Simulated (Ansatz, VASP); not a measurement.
BeS: VASP beside Ansatz

```
S Be
1.0
     0.00000    2.42500    2.42500
     2.42500    0.00000    2.42500
     2.42500    2.42500    0.00000
S Be
1 1
Direct
  0.75000 0.75000 0.75000
  0.00000 0.00000 0.00000
```

Alike in both runs: task relaxation of cell and atoms; functional PBE; k mesh 9 × 9 × 9; occupations fermi-dirac, width 0.05 eV; no spin polarisation.

```csv
,VASP,Ansatz
version,VASP 6.6.1,Ansatz 0.2.0
potentials or method,"VASP PAW PBE potentials, release 54 (S, Be)",Ansatz PAW
plane-wave cutoff (eV),900,420
valence electrons in the cell,8,8
```

Ansatz gave:

```
gap on the k mesh at the Fermi level, each at its own relaxed structure (eV) : 3.24
relaxed volume (Å³/atom)                                                     : 14.49
relaxed cell length with the largest relative difference (Å)                 : 3.448
energy change over the relaxation (meV/atom)                                 : -1
```

Question: Which values does VASP return?

Answer: gap on the k mesh at the Fermi level, each at its own relaxed structure (eV): 3.24; relaxed volume (Å³/atom): 14.50; relaxed cell length with the largest relative difference (Å): 3.448; energy change over the relaxation (meV/atom): -1.

Caveats: an odd mesh through Γ misses points on the zone boundary, where band edges often lie (VASP); odd divisions of the mesh miss points on the zone boundary, where band edges often lie, so the gap on the mesh can be too wide (Ansatz); the plane-wave basis is chosen anew once the cell has moved, so the energies of steps on either side of that aren't comparable (Ansatz). Zero-point motion and thermal expansion aren't in these numbers. PBE usually gives volumes a little too large and moduli too small.
